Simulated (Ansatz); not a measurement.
TaS2:

```xyz
3
Lattice="3.3500 0.0000 0.0000 -1.6750 2.9012 0.0000 0.0000 0.0000 5.8600" Properties=species:S:1:pos:R:3 pbc="T T T"
Ta    0.0000    0.0000    0.0000
S     1.6750    0.9671    4.3950
S     0.0000    1.9341    1.4650
```

| Quantity | Value |
| --- | --- |
| Program | Ansatz 0.2.0 |
| Task | relaxation of cell and atoms |
| Functional | PBEsol |
| Dispersion | D4 |
| Potentials or basis | Ansatz PAW |
| Cutoff | 420 eV (not typed: the program's choice for these potentials) |
| k mesh | 9 × 9 × 5 |
| Occupations | fermi-dirac, width 0.05 eV |
| Spin | no spin polarisation |

At the start: volume 18.98 Å³/atom.

Problem. How do energy, volume and symmetry change on relaxing?

Solution. It ends after 6 steps and the volume is 18.04 Å³/atom (-5.0 %); space group P-3m1 (No. 164, to 0.05 Å).

The path:
```tsv
step	energy change (eV)	largest force (eV/Å)	volume (Å³)
1	0.0000	0.9998	56.95
2	-0.0057	0.8299	51.74
3	-0.0818	0.0327	54.65
4	-0.0835	0.0242	54.14
5	-0.0835	0.0001	54.12
6	-0.0831	0.0003	54.12
```

Final structure:
```cif
data_structure
_symmetry_space_group_name_H-M 'P 1'
_symmetry_Int_Tables_number 1
_cell_length_a 3.2985
_cell_length_b 3.2985
_cell_length_c 5.7434
_cell_angle_alpha 90.000
_cell_angle_beta 90.000
_cell_angle_gamma 120.000
_cell_volume 54.12
loop_
_atom_site_label
_atom_site_type_symbol
_atom_site_fract_x
_atom_site_fract_y
_atom_site_fract_z
_atom_site_occupancy
Ta1 Ta 0.00000 0.00000 0.00000 1
S1 S 0.66667 0.33333 0.73095 1
S2 S 0.33333 0.66667 0.26905 1
```

Caveat: the plane-wave basis is chosen anew once the cell has moved, so the energies of steps on either side of that aren't comparable; the PAW data sets come from PBE, with cores solved anew for the run's functional, which leaves a small shift of forces and pressure.
